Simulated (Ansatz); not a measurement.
**ZnO: LAPW beside PAW**

Does the method matter for ZnO? The same cell, functional and mesh are run with LAPW, all electrons, PAW with frozen cores and all-electron PAW on datasets made for the crystal.

Program: Ansatz 0.2.0. Level of theory: DFT PBE, scalar-relativistic. These are calculated values, not measurements.

## Step 1: The system as given

The structure is cubic, space group Fm-3m (No. 225). The conventional cell has a = 4.280 Å, b = 4.280 Å, c = 4.280 Å, α = 90.00°, β = 90.00°, γ = 90.00°. Zn (site symmetry m-3m) has 6 O at 2.14 Å as nearest neighbours. O (site symmetry m-3m) is surrounded by 6 Zn at 2.14 Å.

As a file:

```xyz
2
Lattice="0.0000 2.1400 2.1400 2.1400 0.0000 2.1400 2.1400 2.1400 0.0000" Properties=species:S:1:pos:R:3 pbc="T T T"
Zn    0.0000    0.0000    0.0000
O     2.1400    2.1400    2.1400
```

The cell comes from a crystallographic database entry that wasn't checked; take it as a given geometry, which may be far from equilibrium.

Atoms are numbered in the order of the input: Zn1, O2.

## Step 2: LAPW, all electrons

Contents of input.yaml:

```yaml
crystal:
  lattice:
    - [0.0, 2.14, 2.14]
    - [2.14, 0.0, 2.14]
    - [2.14, 2.14, 0.0]
  atoms:
    - { symbol: Zn, position: [0.0, 0.0, 0.0] }
    - { symbol: O, position: [0.5, 0.5, 0.5] }
kpoints:
  mp_grid: { grid: [10, 10, 10] }
  band_path:
    path:
      - [0.0, 0.0, 0.0]
      - [0.5, 0.0, 0.5]
      - [0.625, 0.25, 0.625]
      - [0.375, 0.375, 0.75]
      - [0.0, 0.0, 0.0]
      - [0.5, 0.5, 0.5]
      - [0.5, 0.25, 0.75]
      - [0.5, 0.0, 0.5]
    npoints: 8
scf:
  occupations: { method: fermi_dirac, width: 0.03 }
hamiltonian:
  xc: pbe
  pseudopotentials: { kind: all_electron, lapw: { basis_error: 0.001 } }
output:
  forces: true
  stress: true
  eigenvalues: true
  populations: true
  dos: { projected: true, de: 0.2, e_range: [-14, 8] }
```

## Step 3: PAW with frozen cores

Changes to input.yaml since step 2:

```diff
@@ -25,3 +25,3 @@
   xc: pbe
-  pseudopotentials: { kind: all_electron, lapw: { basis_error: 0.001 } }
+  pseudopotentials: { kind: paw }
 output:
@@ -30,3 +30,5 @@
   eigenvalues: true
+  efg: { contact_densities: true }
   populations: true
+  bader: true
   dos: { projected: true, de: 0.2, e_range: [-14, 8] }
```

## Step 4: All-electron PAW on datasets made for the crystal

Changes to input.yaml since step 3:

```diff
@@ -25,3 +25,3 @@
   xc: pbe
-  pseudopotentials: { kind: paw }
+  pseudopotentials: { kind: all_electron, datasets: crystal }
 output:
@@ -31,4 +31 @@
   efg: { contact_densities: true }
-  populations: true
-  bader: true
-  dos: { projected: true, de: 0.2, e_range: [-14, 8] }
```

(Steps that only read results are left out.)

Q: Predict the outcome of this session. Wanted: pressure; gap; Bader charges.

As calculated:

| quantity | value |
| --- | --- |
| pressure | LAPW 6.10, PAW 6.24, crystal datasets 6.10 GPa |
| gap (LAPW) | 0.92 eV, indirect from L to Γ |
| Bader charges (PAW) | Zn1 +1.27, O2 -1.27 e |

**Reading.** The pressure of 6.1 GPa pushes the cell to expand, with the atoms held in place. A gap opens: 0.92 eV, indirect from L to Γ. It is the Kohn-Sham gap of a semilocal functional, which mostly lies below the gap found in experiment. O 2p states make 79 % of the projected weight in the top eV of the valence band. The projection holds only the free atom's occupied shells (Zn 4s, Zn 3d, O 2s, O 2p in this range). In pressure, PAW differs from LAPW by +0.13 GPa and -0.02 eV in the gap.
